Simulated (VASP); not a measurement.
Write the native input for VASP 6.6.1 that does the following.

```yaml
Task: single point
Functional: PBE
Potentials_or_basis: VASP PAW PBE potentials, release 64 (Co)
Cutoff: 520 eV
k_mesh: 1 × 1 × 29
Occupations: gaussian, width 0.05 eV
Spin: collinear spin, typed start
Starting_moments: "[1.99] μB"
Dipole_correction: no
Further_INCAR_settings: ALGO = Normal; EDIFF = 1e-07; NBANDS = 14
```

The structure of Co lies in POSCAR:

```
Co
1.0
    9.0000000000      0.0000000000      0.0000000000
    0.0000000000      9.3000000000      0.0000000000
    0.0000000000      0.0000000000      2.1898693132
Co
1
Direct
    0.5000000000      0.5000000000      0.0000000000
```

One way to write it, as run:

INCAR

```
PREC = Accurate ; ENCUT = 520
EDIFF = 1E-7 ; ISMEAR = 0
SIGMA = 0.05 ; LREAL = F
LASPH = T ; NELM = 150
ALGO = Normal ; ISIF = 2
LWAVE = F ; LCHARG = F
ISPIN = 2 ; MAGMOM = 1.99
LORBIT = 11 ; LMAXMIX = 4
GGA = PE ; NBANDS = 14
```

KPOINTS

```
Automatic mesh
0
Gamma
  1 1 29
```

Potentials or basis: VASP PAW PBE potentials, release 64 (Co).

Launch:

```bash
$ cat potpaw_PBE.64/Co/POTCAR > POTCAR
$ mpirun -np 1 vasp_std > vasp.out
```

It gave:

- Band gap on the k mesh: none (metal or under the smearing width)
- Net moment: 2.17 μB per cell
- Site moments: Co +2.12 μB
- Valence electrons inside the program's atomic spheres: Co 7.92

Wall time 88 s on 1 thread of Intel(R) Xeon(R) Platinum 8488C (Sapphire Rapids) (shared host), peak memory 0.33 GiB.
